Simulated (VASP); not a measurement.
# EuS (Fm-3m) in VASP: notebook

One crystal, EuS, is run at these levels: PBE+U; tasks: single point, relaxation of cell and atoms.

All numbers are computed with VASP 6.6.1; they aren't measurements. Logs are shortened: lines on timing, memory, paths and dates and some standing lists are left out, and cuts for length are marked.

### Step 1. Starting point

Symmetry: Fm-3m, No. 225, cubic system. The conventional cell has a = 5.986 Å, b = 5.986 Å, c = 5.986 Å, α = 90.00°, β = 90.00°, γ = 90.00°. Eu (site symmetry m-3m) is surrounded by 6 S at 2.99 Å. Around S (site symmetry m-3m) lie 6 Eu at 2.99 Å.

The cell was built by a generator and isn't the measured one.

### Step 2. Single point, PBE+U, collinear spin, typed start

The input, INCAR:

```
SYSTEM = EuS
  PREC = Accurate
  ENCUT = 520
  EDIFF = 1E-6
  ISMEAR = 0
  SIGMA = 0.02
  LREAL = .FALSE.
  LASPH = .TRUE.
  NELM = 150
  ALGO = Normal
  ISIF = 2
  LWAVE = .FALSE.
  LCHARG = .FALSE.
  ISPIN = 2
  MAGMOM = 7.55 0
  LORBIT = 11
  LMAXMIX = 6
  LDAU = .TRUE.
  LDAUTYPE = 2
  LDAUL = 3 -1
  LDAUU = 6 0
  LDAUJ = 0 0
  LDAUPRINT = 1
  GGA = PE
  NBANDS = 22
```

The input, KPOINTS:

```
regular mesh
0
G
  8 8 8
  0 0 0
```

The input, POSCAR:

```
EuS
1.0
    0.0000000000      2.9932267428      2.9932267428
    2.9932267428      0.0000000000      2.9932267428
    2.9932267428      2.9932267428      0.0000000000
Eu S
1 1
Direct
    0.5000000000      0.5000000000      0.5000000000
    0.0000000000      0.0000000000      0.0000000000
```

Potentials or basis: VASP PAW PBE potentials, release 64 (Eu, S).

Launch:

```
$ cat potpaw_PBE.64/Eu/POTCAR potpaw_PBE.64/S/POTCAR > POTCAR
$ mpirun -np 1 vasp_std > vasp.out
```

OUTCAR:

```text
SYSTEM = EuS
   PREC = Accurate
   ENCUT = 520
   EDIFF = 1E-6
   ISMEAR = 0
   LREAL = .FALSE.
   LASPH = .TRUE.
   NELM = 150
   ISIF = 2
   ISPIN = 2
   LORBIT = 11
   GGA = PE

 ion  position               nearest neighbor table
   1  0.500  0.500  0.500-   2 2.99   2 2.99   2 2.99   2 2.99   2 2.99   2 2.99
   2  0.000  0.000  0.000-   1 2.99   1 2.99   1 2.99   1 2.99   1 2.99   1 2.99

  LATTYP: Found a face centered cubic cell.
 ALAT       =     5.9864534856

  Lattice vectors:

 A1 = (   0.0000000000,   2.9932267428,   2.9932267428)
 A2 = (   2.9932267428,   0.0000000000,   2.9932267428)
 A3 = (   2.9932267428,   2.9932267428,   0.0000000000)

Analysis of symmetry for initial positions (statically):
=====================================================================
 Subroutine PRICEL returns:
 Original cell was already a primitive cell.

 Routine SETGRP: Setting up the symmetry group for a
 face centered cubic supercell.

 Subroutine GETGRP returns: Found 48 space group operations
 (whereof 48 operations were pure point group operations)
 out of a pool of 48 trial point group operations.

The static configuration has the point symmetry O_h .

Analysis of symmetry for dynamics (positions and initial velocities):
=====================================================================
 Subroutine PRICEL returns:
 Original cell was already a primitive cell.

 Routine SETGRP: Setting up the symmetry group for a
 face centered cubic supercell.

 Subroutine GETGRP returns: Found 48 space group operations
 (whereof 48 operations were pure point group operations)
 out of a pool of 48 trial point group operations.

The dynamic configuration has the point symmetry O_h .

Analysis of structural, dynamic, and magnetic symmetry:
=====================================================================
 Subroutine PRICEL returns:
 Original cell was already a primitive cell.

 Routine SETGRP: Setting up the symmetry group for a
 face centered cubic supercell.

 Subroutine GETGRP returns: Found 48 space group operations
 (whereof 48 operations were pure point group operations)
 out of a pool of 48 trial point group operations.

The overall configuration has the point symmetry O_h .

 Subroutine INISYM returns: Found 48 space group operations
 (whereof 48 operations are pure point group operations),
 and found     1 'primitive' translations

----------------------------------------------------------------------------------------

                                     Primitive cell

  volume of cell :      53.6351

  direct lattice vectors                    reciprocal lattice vectors
     0.000000000  2.993226743  2.993226743    -0.167043810  0.167043810  0.167043810
     2.993226743  0.000000000  2.993226743     0.167043810 -0.167043810  0.167043810
[... 118 lines left out ...]
   LEPSILON=     F    determine dielectric tensor
   LRPA    =     F    only Hartree local field effects (RPA)
 spin polarized calculation
 Gauss-broadening in eV      SIGMA  =   0.02
  energy-cutoff  :      520.00
  volume of cell :       53.64
 maximum number of plane-waves:      1459
   NGX = 15   NGY = 15   NGZ = 15

atom =   1  type =  1  l = 3

 onsite density matrix

spin component  1

  0.9753 -0.0000 -0.0009  0.0000 -0.0000  0.0000 -0.0000
 -0.0000  0.9759 -0.0000  0.0000 -0.0000 -0.0000  0.0000
 -0.0009 -0.0000  0.9757 -0.0000 -0.0000  0.0000 -0.0000
  0.0000  0.0000 -0.0000  0.9746  0.0000 -0.0000 -0.0000
 -0.0000 -0.0000 -0.0000  0.0000  0.9757  0.0000  0.0009
  0.0000 -0.0000  0.0000 -0.0000  0.0000  0.9764 -0.0000
 -0.0000  0.0000 -0.0000 -0.0000  0.0009 -0.0000  0.9753

spin component  2

  0.0018 -0.0000  0.0008 -0.0000  0.0000 -0.0000  0.0000
 -0.0000  0.0000  0.0000 -0.0000  0.0000  0.0000 -0.0000
  0.0008  0.0000  0.0013  0.0000 -0.0000 -0.0000  0.0000
 -0.0000 -0.0000  0.0000  0.0024 -0.0000  0.0000  0.0000
  0.0000  0.0000 -0.0000 -0.0000  0.0013 -0.0000 -0.0008
 -0.0000  0.0000 -0.0000  0.0000 -0.0000  0.0007 -0.0000
  0.0000 -0.0000  0.0000  0.0000 -0.0008 -0.0000  0.0018

 occupancies and eigenvectors

  o =  0.0000  v =  0.0000  0.0000  0.0000  0.0000  0.0000  0.0000  0.0000 -0.0000 -1.0000  0.0000 -0.0000  0.0000  0.0000  0.0000      0.0000  0.0000  0.0000  0.0000  0.0000  0.0000  0.0000  0.0000  0.0000  0.0000  0.0000  0.0000  0.0000  0.0000
  o =  0.0007  v =  0.0000  0.0000  0.0000  0.0000  0.0000  0.0000  0.0000  0.6124 -0.0000 -0.7906  0.0000 -0.0001 -0.0008 -0.0001      0.0000  0.0000  0.0000  0.0000  0.0000  0.0000  0.0000  0.0000  0.0000  0.0000  0.0000  0.0000  0.0000  0.0000
  o =  0.0007  v =  0.0000  0.0000  0.0000  0.0000  0.0000  0.0000  0.0000  0.0001  0.0000 -0.0001  0.0000  0.7906  0.0005  0.6124      0.0000  0.0000  0.0000  0.0000  0.0000  0.0000  0.0000  0.0000  0.0000  0.0000  0.0000  0.0000  0.0000  0.0000
  o =  0.0007  v =  0.0000  0.0000  0.0000  0.0000  0.0000  0.0000  0.0000  0.0005  0.0000 -0.0006 -0.0000 -0.0004  1.0000 -0.0003      0.0000  0.0000  0.0000  0.0000  0.0000  0.0000  0.0000  0.0000  0.0000  0.0000  0.0000  0.0000  0.0000  0.0000
  o =  0.0024  v =  0.0000  0.0000  0.0000  0.0000  0.0000  0.0000  0.0000 -0.0000 -0.0000 -0.0000  1.0000  0.0001  0.0000 -0.0001      0.0000  0.0000  0.0000  0.0000  0.0000  0.0000  0.0000  0.0000  0.0000  0.0000  0.0000  0.0000  0.0000  0.0000
  o =  0.0024  v =  0.0000  0.0000  0.0000  0.0000  0.0000  0.0000  0.0000  0.7906  0.0000  0.6124  0.0000  0.0010 -0.0000 -0.0013      0.0000  0.0000  0.0000  0.0000  0.0000  0.0000  0.0000  0.0000  0.0000  0.0000  0.0000  0.0000  0.0000  0.0000
  o =  0.0024  v =  0.0000  0.0000  0.0000  0.0000  0.0000  0.0000  0.0000 -0.0013  0.0000 -0.0010 -0.0002  0.6124 -0.0000 -0.7906      0.0000  0.0000  0.0000  0.0000  0.0000  0.0000  0.0000  0.0000  0.0000  0.0000  0.0000  0.0000  0.0000  0.0000
  o =  0.9746  v = -0.0032 -0.0000 -0.0025 -0.4753  0.5388 -0.0000 -0.6956  0.0000  0.0000  0.0000  0.0000  0.0000  0.0000  0.0000      0.0000  0.0000  0.0000  0.0000  0.0000  0.0000  0.0000  0.0000  0.0000  0.0000  0.0000  0.0000  0.0000  0.0000
  o =  0.9746  v =  0.0042 -0.0000  0.0032 -0.8798 -0.2910 -0.0000  0.3757  0.0000  0.0000  0.0000  0.0000  0.0000  0.0000  0.0000      0.0000  0.0000  0.0000  0.0000  0.0000  0.0000  0.0000  0.0000  0.0000  0.0000  0.0000  0.0000  0.0000  0.0000
  o =  0.9746  v =  0.7906 -0.0000  0.6124  0.0027  0.0037 -0.0000 -0.0048  0.0000  0.0000  0.0000  0.0000  0.0000  0.0000  0.0000      0.0000  0.0000  0.0000  0.0000  0.0000  0.0000  0.0000  0.0000  0.0000  0.0000  0.0000  0.0000  0.0000  0.0000
  o =  0.9759  v = -0.0000 -1.0000  0.0000  0.0000 -0.0000  0.0000 -0.0000  0.0000  0.0000  0.0000  0.0000  0.0000  0.0000  0.0000      0.0000  0.0000  0.0000  0.0000  0.0000  0.0000  0.0000  0.0000  0.0000  0.0000  0.0000  0.0000  0.0000  0.0000
  o =  0.9764  v =  0.0009  0.0000 -0.0012  0.0000 -0.7701  0.2262 -0.5965  0.0000  0.0000  0.0000  0.0000  0.0000  0.0000  0.0000      0.0000  0.0000  0.0000  0.0000  0.0000  0.0000  0.0000  0.0000  0.0000  0.0000  0.0000  0.0000  0.0000  0.0000
  o =  0.9764  v =  0.6124 -0.0000 -0.7906 -0.0000  0.0021  0.0049  0.0016  0.0000  0.0000  0.0000  0.0000  0.0000  0.0000  0.0000      0.0000  0.0000  0.0000  0.0000  0.0000  0.0000  0.0000  0.0000  0.0000  0.0000  0.0000  0.0000  0.0000  0.0000
  o =  0.9764  v =  0.0033 -0.0000 -0.0043  0.0000 -0.1788 -0.9741 -0.1385  0.0000  0.0000  0.0000  0.0000  0.0000  0.0000  0.0000      0.0000  0.0000  0.0000  0.0000  0.0000  0.0000  0.0000  0.0000  0.0000  0.0000  0.0000  0.0000  0.0000  0.0000

 number of electron      23.0000007 magnetization       7.0000019

 Free energy of the ion-electron system (eV)
  ---------------------------------------------------
  ext. energy  EPLUGINS =         0.00000000
  ---------------------------------------------------
  free energy    TOTEN  =       -19.14382539 eV

  energy without entropy =      -19.14382539  energy(sigma->0) =      -19.14382539

 E-fermi :   3.3029     XC(G=0):  -9.4848

 val. band max:        3.1072366649   @ k =   0.0000   0.0000   0.0000
 cond. band min:       3.6055647098   @ k =   0.5000   0.5000   0.0000
 fundamental gap:      0.4983280448
 Fermi energy:         3.3029239890

 spin component 1

 k-point     1 :       0.0000    0.0000    0.0000
  band No.  band energies     occupation
      1     -36.5135      1.00000
      2     -15.3978      1.00000
      3     -15.3978      1.00000
      4     -15.3978      1.00000
      5      -9.2068      1.00000
      6       1.1820      1.00000
[... 1193 lines left out ...]
     21      13.1980      0.00000
     22      13.3495      0.00000

 [... further k-points ...]

------------------------ aborting loop because EDIFF is reached ----------------------------------------

  FORCE on cell =-STRESS in cart. coord.  units (eV):
  Direction    XX          YY          ZZ          XY          YZ          ZX
  --------------------------------------------------------------------------------------
  -------------------------------------------------------------------------------------
  Total        0.0784018      0.0784018      0.0784018      0.0000000      0.0000000     -0.0000000
  in kB        2.3420033      2.3420033      2.3420033      0.0000000      0.0000000     -0.0000000
  external PRESSURE =       2.3420033 kB  Pullay stress =       0.0000000 kB

 VOLUME and BASIS-vectors are now :
 -----------------------------------------------------------------------------
  energy-cutoff  :      520.00
  volume of cell :       53.64
      direct lattice vectors                 reciprocal lattice vectors
     0.000000000  2.993226743  2.993226743    -0.167043810  0.167043810  0.167043810
     2.993226743  0.000000000  2.993226743     0.167043810 -0.167043810  0.167043810
     2.993226743  2.993226743  0.000000000     0.167043810  0.167043810 -0.167043810

 POSITION                                       TOTAL-FORCE (eV/Angst)
 -----------------------------------------------------------------------------------
      2.99323      2.99323      2.99323         0.000000      0.000000      0.000000
      0.00000      0.00000      0.00000        -0.000000     -0.000000     -0.000000
 -----------------------------------------------------------------------------------
    total drift:                               -0.000000     -0.000000      0.000000

  FREE ENERGIE OF THE ION-ELECTRON SYSTEM (eV)
  ---------------------------------------------------
  free  energy   TOTEN  =       -19.1438253917 eV

  energy  without entropy=      -19.1438253917  energy(sigma->0) =      -19.14382539

 total charge

# of ion       s       p       d       f       tot
--------------------------------------------------
    1        2.029   5.789   0.237   6.830  14.885
    2        1.317   2.447   0.000   0.000   3.763
--------------------------------------------------
tot          3.345   8.235   0.237   6.830  18.648

 magnetization (x)

# of ion       s       p       d       f       tot
--------------------------------------------------
    1       -0.016  -0.119   0.044   6.813   6.722
    2       -0.006  -0.055   0.000   0.000  -0.061
--------------------------------------------------
tot         -0.022  -0.174   0.044   6.813   6.661
```

It took 35 s on 1 thread of Intel Xeon 6975P-C (Granite Rapids), shared host; peak memory 0.24 GiB.

What came out:

```
Free energy                                           : -19.1438 eV
Pressure                                              : 0.2 GPa
Band gap on the k mesh                                : 0.50 eV, indirect (least direct gap 0.77 eV)
Net moment                                            : 7.00 μB per cell
Site moments                                          : Eu +6.72; S -0.06 μB
Valence electrons inside the program's atomic spheres : Eu 14.88; S 3.76
```

Levels at points of the mesh, in eV from the valence-band top:
Spin up:
```tsv
k point	band 13	band 14	band 15	band 16	band 17	band 18
(0.00, 0.00, 0.00)	0.00	0.00	0.00	2.01	2.40	2.40
(0.50, 0.00, 0.00)	-0.59	-0.56	-0.56	4.10	4.52	5.00
(0.50, 0.50, 0.00)	-0.58	-0.27	-0.27	0.50	4.42	4.42
```
Spin down:
| k point | band 4 | band 5 | band 6 | band 7 | band 8 | band 9 | band 10 | band 11 | band 12 | band 13 |
| --- | --- | --- | --- | --- | --- | --- | --- | --- | --- | --- |
| (0.00, 0.00, 0.00) | -16.23 | -12.33 | -1.46 | -1.46 | -1.46 | 2.44 | 3.05 | 3.05 | 3.05 | 4.00 |
| (0.50, 0.00, 0.00) | -16.26 | -11.34 | -4.00 | -2.60 | -2.60 | 4.26 | 5.20 | 5.98 | 5.98 | 7.48 |
| (0.50, 0.50, 0.00) | -16.36 | -12.00 | -2.62 | -1.82 | -1.82 | 1.01 | 5.02 | 5.26 | 6.74 | 7.24 |

Eigenvalues of the final occupation matrices:
```
    site  spin  trace                         eigenvalues
site 1 f     1   6.83  0.97 0.97 0.97 0.98 0.98 0.98 0.98
site 1 f     2   0.01  0.00 0.00 0.00 0.00 0.00 0.00 0.00
```

Caveat: spin-orbit coupling is left out, which moves the levels of the heavy elements; a cell with one magnetic atom can't hold antiferromagnetic order, which such compounds often take.

### Step 3. Relaxation of cell and atoms, PBE+U, collinear spin, typed start

This run uses another cell than the first one, of 26.42 Å³/atom, 0.985 times its volume.

The input, INCAR:

```
SYSTEM = EuS
PREC = Accurate
ENCUT = 600
EDIFF = 1E-6
ISMEAR = 0
SIGMA = 0.02
LREAL = .False.
LASPH = .True.
NELM = 150
ALGO = Fast
ISIF = 3
LWAVE = .False.
LCHARG = .False.
ISPIN = 2
MAGMOM = 7.55 0
LORBIT = 11
LMAXMIX = 6
LDAU = .True.
LDAUTYPE = 2
LDAUL = 3 -1
LDAUU = 6 0
LDAUJ = 0 0
LDAUPRINT = 1
GGA = PE
IBRION = 2
NSW = 100
EDIFFG = -0.005
```

The input, KPOINTS:

```
regular mesh
0
Gamma
  8 8 8
  0 0 0
```

The input, POSCAR:

```
EuS
1.0
    0.0000000000      2.9785018670      2.9785018670
    2.9785018670      0.0000000000      2.9785018670
    2.9785018670      2.9785018670      0.0000000000
Eu S
1 1
Direct
    0.5000000000      0.5000000000      0.5000000000
    0.0000000000      0.0000000000      0.0000000000
```

Potentials or basis: VASP PAW PBE potentials, release 64 (Eu, S).

Launch:

```
$ cat potpaw_PBE.64/Eu/POTCAR potpaw_PBE.64/S/POTCAR > POTCAR
$ mpirun -np 1 vasp_std > vasp.out
```

It took 6 min on 1 thread of Intel Xeon 6975P-C (Granite Rapids), shared host; peak memory 0.31 GiB.

It converged, with:

```
Free energy                                           : -19.1456 eV
Relaxed volume                                        : 27.02 Å³/atom
Relaxed cell                                          : a = 4.244 Å, b = 4.244 Å, c = 4.244 Å, α = 60.00°, β = 60.00°, γ = 60.00°
Space group after relaxing (to 0.05 Å)                : Fm-3m (No. 225)
Energy gained by relaxing                             : 1.7 meV/atom
Ionic steps                                           : 7
Pressure after relaxing                               : 0.0 GPa
Band gap on the k mesh                                : 0.54 eV, indirect (least direct gap 0.80 eV)
Net moment                                            : 7.00 μB per cell
Site moments                                          : Eu +6.72; S -0.06 μB
Valence electrons inside the program's atomic spheres : Eu 14.88; S 3.76
```

Step by step:
```csv
step,energy change (eV),largest force (eV/Å),pressure (GPa),volume (Å³)
1,0.0000,0.0000,1.04,52.85
2,-0.0034,0.0000,-0.22,54.17
3,-0.0035,0.0000,0.03,53.93
4,-0.0035,0.0000,0.07,53.96
5,-0.0035,0.0000,-0.12,54.07
6,-0.0035,0.0000,0.20,54.00
7,-0.0035,0.0000,-0.02,54.04
```

Final structure:
```yaml
crystal:
  lattice:
    - [0.00000, 3.00076, 3.00076]
    - [3.00076, 0.00000, 3.00076]
    - [3.00076, 3.00076, 0.00000]
  atoms:
    - { symbol: Eu, position: [0.50000, 0.50000, 0.50000] }
    - { symbol: S, position: [0.00000, 0.00000, 0.00000] }
```

Levels at points of the mesh, in eV from the valence-band top:
Spin up:
```tsv
k point	band 12	band 13	band 14	band 15	band 16	band 17	band 18	band 19
(0.00, 0.00, 0.00)	-0.55	0.00	0.00	0.00	1.99	2.43	2.43	3.29
(0.50, 0.00, 0.00)	-0.58	-0.58	-0.56	-0.55	4.59	6.29	9.25	12.15
(0.50, 0.50, 0.00)	-0.60	-0.58	-0.27	-0.27	0.54	6.85	7.65	10.25
```
Spin down:
```csv
k point,band 6,band 7,band 8,band 9,band 10,band 11
"(0.00, 0.00, 0.00)",-1.43,-1.43,-1.43,2.42,3.07,3.07
"(0.50, 0.00, 0.00)",-3.96,-2.57,-2.57,4.26,5.19,5.97
"(0.50, 0.50, 0.00)",-2.59,-1.80,-1.80,1.05,5.00,5.27
```

Eigenvalues of the final occupation matrices:
| site | spin | trace | eigenvalues |
| --- | --- | --- | --- |
| site 1 f | 1 | 6.83 | 0.97 0.97 0.97 0.98 0.98 0.98 0.98 |
| site 1 f | 2 | 0.01 | 0.00 0.00 0.00 0.00 0.00 0.00 0.00 |

Caveat: spin-orbit coupling is left out, which moves the levels of the heavy elements; a cell with one magnetic atom can't hold antiferromagnetic order, which such compounds often take.

### Step 4. Single point, PBE+U, collinear spin, typed start

The input, INCAR:

```
PREC = Accurate
ENCUT = 520
EDIFF = 1E-7
ISMEAR = 0
SIGMA = 0.05
LREAL = False
LASPH = True
NELM = 150
ALGO = Fast
ISIF = 2
LWAVE = False
LCHARG = False
ISPIN = 2
MAGMOM = 7.56 0
LORBIT = 11
LMAXMIX = 6
LDAU = True
LDAUTYPE = 2
LDAUL = 3 -1
LDAUU = 6 0
LDAUJ = 0 0
LDAUPRINT = 1
GGA = PE
NBANDS = 22
```

The input, KPOINTS:

```
Automatic mesh
0
Gamma
  5 5 5
```

The input, POSCAR:

```
EuS
1.0
    4.2330618550      0.0000000000      0.0000000000
   -2.1165309275      3.6659391022      0.0000000000
    2.1165309275      1.2219797007      3.4562805314
Eu S
1 1
Direct
    0.0000000000      0.5000000000      0.5000000000
    0.0000000000      0.0000000000      0.0000000000
```

Launch:

```
$ cat potpaw_PBE.64/Eu/POTCAR potpaw_PBE.64/S/POTCAR > POTCAR
$ mpirun -np 1 vasp_std > vasp.out
```

Run time: 56 s. Hardware: 1 thread of Intel Xeon 6975P-C (Granite Rapids), shared host; peak memory 0.22 GiB.

Results (log left out):

```yaml
Free_energy: -19.1404 eV
Pressure: 0.3 GPa
Band_gap_on_the_k_mesh: 0.64 eV, indirect (least direct gap 0.91 eV)
Net_moment: 7.00 μB per cell
Site_moments: Eu +6.72; S -0.06 μB
Valence_electrons_inside_the_program's_atomic_spheres: Eu 14.89; S 3.76
```

Levels at points of the mesh, in eV from the valence-band top:
Spin up:
```tsv
k point	band 11	band 12	band 13	band 14	band 15	band 16	band 17	band 18	band 19	band 20
(0.00, 0.00, 0.00)	-0.56	-0.56	0.00	0.00	0.00	2.01	2.40	2.40	2.40	3.27
```
Spin down:
| k point | band 6 | band 7 | band 8 | band 9 | band 10 | band 11 |
| --- | --- | --- | --- | --- | --- | --- |
| (0.00, 0.00, 0.00) | -1.46 | -1.46 | -1.46 | 2.44 | 3.04 | 3.04 |

Eigenvalues of the final occupation matrices:
| site | spin | trace | eigenvalues |
| --- | --- | --- | --- |
| site 1 f | 1 | 6.83 | 0.97 0.97 0.97 0.98 0.98 0.98 0.98 |
| site 1 f | 2 | 0.01 | 0.00 0.00 0.00 0.00 0.00 0.00 0.00 |

Caveat: spin-orbit coupling is left out, which moves the levels of the heavy elements; an odd mesh through Γ misses points on the zone boundary, where band edges often lie; a cell with one magnetic atom can't hold antiferromagnetic order, which such compounds often take.

### Step 5. Summary

| task | cell | k mesh | cutoff (eV) | smearing | gap on the mesh (eV) | pressure (GPa) | moment (μB) |
| --- | --- | --- | --- | --- | --- | --- | --- |
| single point | Fm-3m, 26.82 Å³/atom | 8 × 8 × 8 | 520 | gaussian 0.02 eV | 0.50 | 0.2 | 7.00 |
| relaxation of cell and atoms | relaxed | 8 × 8 × 8 | 600 | gaussian 0.02 eV | 0.54 | 0.0 | 7.00 |
| single point | Fm-3m, 26.82 Å³/atom | 5 × 5 × 5 | 520 | gaussian 0.05 eV | 0.64 | 0.3 | 7.00 |

Alike in all rows: level PBE+U; potentials or basis VASP PAW PBE potentials, release 64 (Eu, S); spin collinear, typed start; Eu f U = 6.0 eV.

Caveats: spin-orbit coupling is left out, which moves the levels of the heavy elements; a cell with one magnetic atom can't hold antiferromagnetic order, which such compounds often take; an odd mesh through Γ misses points on the zone boundary, where band edges often lie (some runs).

Absolute energies hang on the potentials; compare differences alone.
